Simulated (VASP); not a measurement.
# Al (Fm-3m) in VASP: further runs

The runs below take Al through single point, with PBE.

Program: VASP 6.6.1. These are calculated values, not measurements. Logs are shortened: lines on timing, memory, paths and dates and some standing lists are left out, and cuts for length are marked.

## Step 1: The structure

Symmetry: Fm-3m, No. 225, cubic system. Conventional cell: a = 4.050 Å, b = 4.050 Å, c = 4.050 Å, α = 90.00°, β = 90.00°, γ = 90.00°. Al (site symmetry m-3m) has 12 Al at 2.86 Å as nearest neighbours.

## Step 2: Single point, PBE

File INCAR:

```
SYSTEM = Al
PREC = Accurate
ENCUT = 400
EDIFF = 1E-7
ISMEAR = 1
SIGMA = 0.15
LREAL = .False.
LASPH = .True.
NELM = 100
ALGO = Normal
ISIF = 2
LWAVE = .False.
LCHARG = .False.
GGA = PE
NBANDS = 8
ADDGRID = .False.
```

File KPOINTS:

```
regular mesh
0
Gamma
  15 15 15
  0 0 0
```

File POSCAR:

```
Al
1.0
   -0.0142710000      2.0302060000      1.9470980000
    2.0319350000     -0.0386130000      1.9714400000
    2.0296090000      2.0522230000     -0.0362870000
Al
1
Direct
    0.0259050000     -0.0062880000     -0.0081470000
```

Potentials or basis: VASP PAW PBE potentials, release 64 (Al).

Started as:

```
> cat potpaw_PBE.64/Al/POTCAR > POTCAR
> mpirun -np 1 vasp_std > vasp.out
```

OUTCAR:

```text
SYSTEM = Al
   PREC = Accurate
   ENCUT = 400
   EDIFF = 1E-7
   ISMEAR = 1
   LREAL = .False.
   LASPH = .True.
   NELM = 100
   ISIF = 2
   GGA = PE

 Found   1688 irreducible k-points:

 Following reciprocal coordinates:
            Coordinates               Weight
  0.000000  0.000000  0.000000      1.000000
  0.066667  0.000000  0.000000      2.000000
  0.133333 -0.000000 -0.000000      2.000000
  0.200000  0.000000 -0.000000      2.000000
  0.266667 -0.000000 -0.000000      2.000000
  0.333333  0.000000 -0.000000      2.000000
   k-points           NKPTS =   1688   k-points in BZ     NKDIM =   1688   number of bands    NBANDS=      8
   number of dos      NEDOS =    301   number of ions     NIONS =      1
   total plane-waves  NPLWV =   6480
   dimension x,y,z NGX =    18 NGY =   18 NGZ =   20
   dimension x,y,z NGXF=    36 NGYF=   36 NGZF=   40
   ions per type =               1
   NGX,Y,Z   is equivalent  to a cutoff of  10.64, 10.57, 11.52 a.u.
   NGXF,Y,Z  is equivalent  to a cutoff of  21.28, 21.14, 23.04 a.u.
 SYSTEM =  Al
   PREC   = accura    normal or accurate (medium, high low for compatibility)
   ISTART =      0    job   : 0-new  1-cont  2-samecut
   ICHARG =      2    charge: 1-file 2-atom 10-const
   ISPIN  =      1    spin polarized calculation?
   LNONCOLLINEAR =      F non collinear calculations
   LSORBIT =      F    spin-orbit coupling
   LASPH  =      T    aspherical Exc in radial PAW
   ENCUT  =  400.0 eV  29.40 Ry    5.42 a.u.   4.59  4.62  4.71*2*pi/ulx,y,z
   NELM   =    100;   NELMIN=  2; NELMDL= -5     # of ELM steps
   EDIFF  = 0.1E-06   stopping-criterion for ELM
   LREAL  =      F    real-space projection
   EDIFFG = 0.1E-05   stopping-criterion for IOM
   NSW    =      0    number of steps for IOM
   IBRION =     -1    ionic relax: 0-MD 1-quasi-New 2-CG
   NFREE  =      0    steps in history (QN), initial steepest desc. (CG)
   ISIF   =      2    stress and relaxation
   ISYM   =      2    0-nonsym 1-usesym 2-fastsym
   POTIM  = 0.5000    time-step for ionic-motion
   TEBEG  =    0.0;   TEEND  =   0.0 temperature during run
   PSTRESS=    0.0 pullay stress
   NELECT =       3.0000    total number of electrons
   NUPDOWN=      -1.0000    fix difference up-down
   EMIN   =  10.00;   EMAX   =-10.00  energy-range for DOS
   EFERMI =   0.00;   METHOD = LEGACY
   ISMEAR =     1;   SIGMA  =   0.15  broadening in eV -4-tet -1-fermi 0-gaus
   EFERMI_NEDOS =   21; number of points for ismear=-14 and -15
   IALGO  =     38    algorithm
   IMIX   =      4    mixing-type and parameters
     AMIX     =   0.40;   BMIX     =  1.00
     AMIX_MAG =   1.60;   BMIX_MAG =  1.00
  volume/ion in A,a.u.               =      16.60       112.04
  Fermi-wavevector in a.u.,A,eV,Ry     =   0.925526  1.748991 11.654732  0.856599
  Thomas-Fermi vector in A             =   2.051390
   LORBIT       =      0    0 simple, 1 ext, 2 COOP (PROOUT), +10 PAW based schemes
   GGA     = PE    functional components
   LHFCALC =     F    Hartree Fock is set to
   AEXX    =    0.0000 exact exchange contribution
   IVDW    =     0    specifies the selected vdW correction
   LEPSILON=     F    determine dielectric tensor
   LRPA    =     F    only Hartree local field effects (RPA)
 non-spin polarized calculation
 Methfessel and Paxton  Order N= 1 SIGMA  =   0.15
  energy-cutoff  :      400.00
  volume of cell :       16.60
 maximum number of plane-waves:       312
   NGX =  9   NGY =  9   NGZ =  9

 number of electron       3.0000000 magnetization

 Free energy of the ion-electron system (eV)
  ---------------------------------------------------
  ext. energy  EPLUGINS =         0.00000000
  ---------------------------------------------------
  free energy    TOTEN  =        -3.74019508 eV

  energy without entropy =       -3.74026455  energy(sigma->0) =       -3.74021824

 E-fermi :   7.9973     XC(G=0): -10.1737

 val. band max:        7.9958111130   @ k =   0.4667  -0.3333   0.1333
 cond. band min:       7.9973131141   @ k =  -0.4667  -0.2667   0.1333
 fundamental gap:      0.0015020011
 Fermi energy:         7.9972662509

 k-point     1 :       0.0000    0.0000    0.0000
  band No.  band energies     occupation
      1      -3.1562      2.00000
      2      20.0472      0.00000
      3      20.4280      0.00000
      4      21.1370      0.00000
      5      21.4466      0.00000
      6      21.8571      0.00000
      7      22.4960      0.00000
      8      24.5329      0.00000

 k-point     2 :       0.0667    0.0000    0.0000
  band No.  band energies     occupation
      1      -3.0345      2.00000
      2      18.7378      0.00000
      3      19.6688      0.00000
      4      20.3636      0.00000
      5      22.0565      0.00000
      6      22.4201      0.00000
      7      23.1395      0.00000
      8      25.7884      0.00000

 k-point     3 :       0.1333   -0.0000   -0.0000
  band No.  band energies     occupation
      1      -2.6700      2.00000
      2      16.0776      0.00000
      3      19.0492      0.00000
      4      19.7233      0.00000
      5      22.5061      0.00000
      6      23.1320      0.00000
      7      23.9399      0.00000
      8      24.8630      0.00000

 k-point     4 :       0.2000    0.0000   -0.0000
  band No.  band energies     occupation
      1      -2.0645      2.00000
      2      13.4257      0.00000
      3      18.5687      0.00000
      4      19.2544      0.00000
      5      22.3046      0.00000
      6      22.8840      0.00000
      7      23.8657      0.00000
      8      25.1407      0.00000

 k-point     5 :       0.2667   -0.0000   -0.0000
  band No.  band energies     occupation
      1      -1.2211      2.00000
      2      10.9066     -0.00000
      3      18.2662      0.00000
      4      18.9826      0.00000
      5      21.6730      0.00000
      6      22.1730      0.00000
      7      22.7517      0.00000
      8      26.4132      0.00000

 k-point     6 :       0.3333    0.0000   -0.0000
  band No.  band energies     occupation
      1      -0.1440      2.00000
      2       8.5591     -0.00000
      3      18.1543      0.00000
      4      18.9132      0.00000
      5      20.6083      0.00000
      6      21.6375      0.00000
      7      22.1720      0.00000
      8      25.2713      0.00000

 [... further k-points ...]

------------------------ aborting loop because EDIFF is reached ----------------------------------------

  FORCE on cell =-STRESS in cart. coord.  units (eV):
  Direction    XX          YY          ZZ          XY          YZ          ZX
  --------------------------------------------------------------------------------------
  -------------------------------------------------------------------------------------
  Total       -0.1783112     -0.0703458      0.1135029     -0.0165141      0.1002003      0.0414527
  in kB      -17.2071768     -6.7884285     10.9531197     -1.5936205      9.6694070      4.0002211
  external PRESSURE =      -4.3474952 kB  Pullay stress =       0.0000000 kB

 VOLUME and BASIS-vectors are now :
 -----------------------------------------------------------------------------
  energy-cutoff  :      400.00
  volume of cell :       16.60
      direct lattice vectors                 reciprocal lattice vectors
    -0.014271000  2.030206000  1.947098000    -0.243600396  0.245440565  0.255882689
     2.031935000 -0.038613000  1.971440000     0.245113160 -0.237992671  0.249947439
     2.029609000  2.052223000 -0.036287000     0.245598817  0.239991210 -0.248434673

 POSITION                                       TOTAL-FORCE (eV/Angst)
 -----------------------------------------------------------------------------------
      4.03186      2.04973      1.97349         0.000000      0.000000     -0.000000
 -----------------------------------------------------------------------------------
    total drift:                               -0.000001     -0.000004     -0.000001

  FREE ENERGIE OF THE ION-ELECTRON SYSTEM (eV)
  ---------------------------------------------------
  free  energy   TOTEN  =        -3.7401950787 eV

  energy  without entropy=       -3.7402645532  energy(sigma->0) =       -3.74021824
```

Run time: 50 s. Hardware: 1 thread of Intel Xeon 6975P-C (Granite Rapids), shared host; peak memory 0.22 GiB.

The run converged, but some of its settings lie outside the range that counts as converged, so its numbers aren't taken as properties of the crystal.

Results:

```
Free energy            : -3.7402 eV
Pressure               : -0.4 GPa
Band gap on the k mesh : none (metal or under the smearing width)
```

## Step 3: Single point, PBE

Edit INCAR of step 2 so:

```diff
@@ -2,5 +2,5 @@
 PREC = Accurate
-ENCUT = 400
+ENCUT = 500
 EDIFF = 1E-7
-ISMEAR = 1
+ISMEAR = -1
 SIGMA = 0.15
```

KPOINTS is that of step 2.

File POSCAR:

```
Al
1.0
    0.0000000000      2.0248050000      2.0248050000
    2.0248050000      0.0000000000      2.0248050000
    2.0248050000      2.0248050000      0.0000000000
Al
1
Direct
    0.0000000000      0.0000000000      0.0000000000
```

Potentials or basis: VASP PAW PBE potentials, release 64 (Al).

Started as:

```
> cat potpaw_PBE.64/Al/POTCAR > POTCAR
> mpirun -np 1 vasp_std > vasp.out
```

It took 6.4 s on 1 thread of Intel Xeon 6975P-C (Granite Rapids), shared host; peak memory 0.13 GiB.

These settings aren't checked as converged: the numbers below hold their error.

Results:

```
Free energy            : -3.7605 eV
Pressure               : -0.5 GPa
Band gap on the k mesh : none (metal or under the smearing width)
```

## Step 4: Single point, PBE

INCAR is that of step 3.

KPOINTS is that of step 3.

File POSCAR:

```
Al
1.0
   -0.0142710000      2.0302060000      1.9470980000
    2.0319350000     -0.0386130000      1.9714400000
    2.0296090000      2.0522230000     -0.0362870000
Al
1
Direct
    0.0259050000     -0.0062880000     -0.0081470000
```

Potentials or basis: VASP PAW PBE potentials, release 64 (Al).

Started as:

```
> cat potpaw_PBE.64/Al/POTCAR > POTCAR
> mpirun -np 1 vasp_std > vasp.out
```

OUTCAR:

```text
SYSTEM = Al
   PREC = Accurate
   ENCUT = 500
   EDIFF = 1E-7
   ISMEAR = -1
   LREAL = .False.
   LASPH = .True.
   NELM = 100
   ISIF = 2
   GGA = PE

 Found   1688 irreducible k-points:

 Following reciprocal coordinates:
            Coordinates               Weight
  0.000000  0.000000  0.000000      1.000000
  0.066667  0.000000  0.000000      2.000000
  0.133333 -0.000000 -0.000000      2.000000
  0.200000  0.000000 -0.000000      2.000000
  0.266667 -0.000000 -0.000000      2.000000
  0.333333  0.000000 -0.000000      2.000000
   k-points           NKPTS =   1688   k-points in BZ     NKDIM =   1688   number of bands    NBANDS=      8
   number of dos      NEDOS =    301   number of ions     NIONS =      1
   total plane-waves  NPLWV =  13824
   dimension x,y,z NGX =    24 NGY =   24 NGZ =   24
   dimension x,y,z NGXF=    48 NGYF=   48 NGZF=   48
   ions per type =               1
   NGX,Y,Z   is equivalent  to a cutoff of  14.18, 14.09, 13.82 a.u.
   NGXF,Y,Z  is equivalent  to a cutoff of  28.37, 28.18, 27.64 a.u.
 SYSTEM =  Al
   PREC   = accura    normal or accurate (medium, high low for compatibility)
   ISTART =      0    job   : 0-new  1-cont  2-samecut
   ICHARG =      2    charge: 1-file 2-atom 10-const
   ISPIN  =      1    spin polarized calculation?
   LNONCOLLINEAR =      F non collinear calculations
   LSORBIT =      F    spin-orbit coupling
   LASPH  =      T    aspherical Exc in radial PAW
   ENCUT  =  500.0 eV  36.75 Ry    6.06 a.u.   5.13  5.16  5.26*2*pi/ulx,y,z
   NELM   =    100;   NELMIN=  2; NELMDL= -5     # of ELM steps
   EDIFF  = 0.1E-06   stopping-criterion for ELM
   LREAL  =      F    real-space projection
   EDIFFG = 0.1E-05   stopping-criterion for IOM
   NSW    =      0    number of steps for IOM
   IBRION =     -1    ionic relax: 0-MD 1-quasi-New 2-CG
   NFREE  =      0    steps in history (QN), initial steepest desc. (CG)
   ISIF   =      2    stress and relaxation
   ISYM   =      2    0-nonsym 1-usesym 2-fastsym
   POTIM  = 0.5000    time-step for ionic-motion
   TEBEG  =    0.0;   TEEND  =   0.0 temperature during run
   PSTRESS=    0.0 pullay stress
   NELECT =       3.0000    total number of electrons
   NUPDOWN=      -1.0000    fix difference up-down
   EMIN   =  10.00;   EMAX   =-10.00  energy-range for DOS
   EFERMI =   0.00;   METHOD = LEGACY
   ISMEAR =    -1;   SIGMA  =   0.15  broadening in eV -4-tet -1-fermi 0-gaus
   EFERMI_NEDOS =   21; number of points for ismear=-14 and -15
   IALGO  =     38    algorithm
   IMIX   =      4    mixing-type and parameters
     AMIX     =   0.40;   BMIX     =  1.00
     AMIX_MAG =   1.60;   BMIX_MAG =  1.00
  volume/ion in A,a.u.               =      16.60       112.04
  Fermi-wavevector in a.u.,A,eV,Ry     =   0.925526  1.748991 11.654732  0.856599
  Thomas-Fermi vector in A             =   2.051390
   LORBIT       =      0    0 simple, 1 ext, 2 COOP (PROOUT), +10 PAW based schemes
   GGA     = PE    functional components
   LHFCALC =     F    Hartree Fock is set to
   AEXX    =    0.0000 exact exchange contribution
   IVDW    =     0    specifies the selected vdW correction
   LEPSILON=     F    determine dielectric tensor
   LRPA    =     F    only Hartree local field effects (RPA)
 non-spin polarized calculation
  energy-cutoff  :      500.00
  volume of cell :       16.60
 maximum number of plane-waves:       436
 NGX is ok and might be reduce to    24
   NGX = 11   NGY = 11   NGZ = 11

 number of electron       3.0000000 magnetization

 Free energy of the ion-electron system (eV)
  ---------------------------------------------------
  ext. energy  EPLUGINS =         0.00000000
  ---------------------------------------------------
  free energy    TOTEN  =        -3.75607494 eV

  energy without entropy =       -3.72546627  energy(sigma->0) =       -3.74077060

 E-fermi :   7.9627     XC(G=0): -10.1738

 val. band max:        7.9612799609   @ k =  -0.1333   0.2667   0.4667
 cond. band min:       7.9661134292   @ k =  -0.2667  -0.4667   0.1333
 fundamental gap:      0.0048334683
 Fermi energy:         7.9626873239

 k-point     1 :       0.0000    0.0000    0.0000
  band No.  band energies     occupation
      1      -3.1566      2.00000
      2      20.0453      0.00000
      3      20.4253      0.00000
      4      21.1326      0.00000
      5      21.4463      0.00000
      6      21.8566      0.00000
      7      22.4954      0.00000
      8      24.5317      0.00000
[... 45 lines left out ...]
 k-point     6 :       0.3333    0.0000   -0.0000
  band No.  band energies     occupation
      1      -0.1444      2.00000
      2       8.5586      0.03696
      3      18.1529      0.00000
      4      18.9118      0.00000
      5      20.6059      0.00000
      6      21.6353      0.00000
      7      22.1703      0.00000
      8      25.2697      0.00000

 [... further k-points ...]

------------------------ aborting loop because EDIFF is reached ----------------------------------------

  FORCE on cell =-STRESS in cart. coord.  units (eV):
  Direction    XX          YY          ZZ          XY          YZ          ZX
  --------------------------------------------------------------------------------------
  -------------------------------------------------------------------------------------
  Total       -0.0932622     -0.0980398      0.1019133      0.0079575      0.1076277      0.0299023
  in kB       -8.9998808     -9.4609225      9.8347132      0.7679051     10.3861575      2.8855925
  external PRESSURE =      -2.8753634 kB  Pullay stress =       0.0000000 kB

 VOLUME and BASIS-vectors are now :
 -----------------------------------------------------------------------------
  energy-cutoff  :      500.00
  volume of cell :       16.60
      direct lattice vectors                 reciprocal lattice vectors
    -0.014271000  2.030206000  1.947098000    -0.243600396  0.245440565  0.255882689
     2.031935000 -0.038613000  1.971440000     0.245113160 -0.237992671  0.249947439
     2.029609000  2.052223000 -0.036287000     0.245598817  0.239991210 -0.248434673

 POSITION                                       TOTAL-FORCE (eV/Angst)
 -----------------------------------------------------------------------------------
      4.03186      2.04973      1.97349        -0.000000      0.000000      0.000000
 -----------------------------------------------------------------------------------
    total drift:                                0.000000     -0.000000      0.000000

  FREE ENERGIE OF THE ION-ELECTRON SYSTEM (eV)
  ---------------------------------------------------
  free  energy   TOTEN  =        -3.7560749365 eV

  energy  without entropy=       -3.7254662668  energy(sigma->0) =       -3.74077060
```

OSZICAR:

```text
N       E                     dE             d eps       ncg     rms          rms(c)
DAV:   1    -0.242779451552E+01   -0.24278E+01   -0.83177E+02 27080   0.195E+02
DAV:   2    -0.377170505412E+01   -0.13439E+01   -0.12999E+01 37632   0.182E+01
DAV:   3    -0.377842445684E+01   -0.67194E-02   -0.67151E-02 34576   0.144E+00
DAV:   4    -0.377844116677E+01   -0.16710E-04   -0.16710E-04 42360   0.629E-02
DAV:   5    -0.377844121021E+01   -0.43440E-07   -0.43415E-07 35160   0.176E-03    0.129E+00
DAV:   6    -0.376550559375E+01    0.12936E-01   -0.16822E-03 35408   0.194E-01    0.752E-01
DAV:   7    -0.375608223121E+01    0.94234E-02   -0.50396E-03 35216   0.316E-01    0.145E-01
DAV:   8    -0.375607685063E+01    0.53806E-05   -0.13949E-05 38472   0.264E-02    0.821E-03
DAV:   9    -0.375607532602E+01    0.15246E-05   -0.83442E-07 38808   0.400E-03    0.692E-04
DAV:  10    -0.375607497251E+01    0.35351E-06   -0.43447E-09 35272   0.425E-04    0.262E-04
DAV:  11    -0.375607493654E+01    0.35969E-07   -0.15155E-10 19496   0.717E-05
   1 F= -.37560749E+01 E0= -.37407706E+01  d E =-.306087E-01
```

Run time: 62 s. Hardware: 1 thread of Intel Xeon 6975P-C (Granite Rapids), shared host; peak memory 0.28 GiB.

These settings aren't checked as converged: the numbers below hold their error.

Results:

| Quantity | Value |
| --- | --- |
| Free energy | -3.7561 eV |
| Pressure | -0.3 GPa |
| Band gap on the k mesh | none (metal or under the smearing width) |
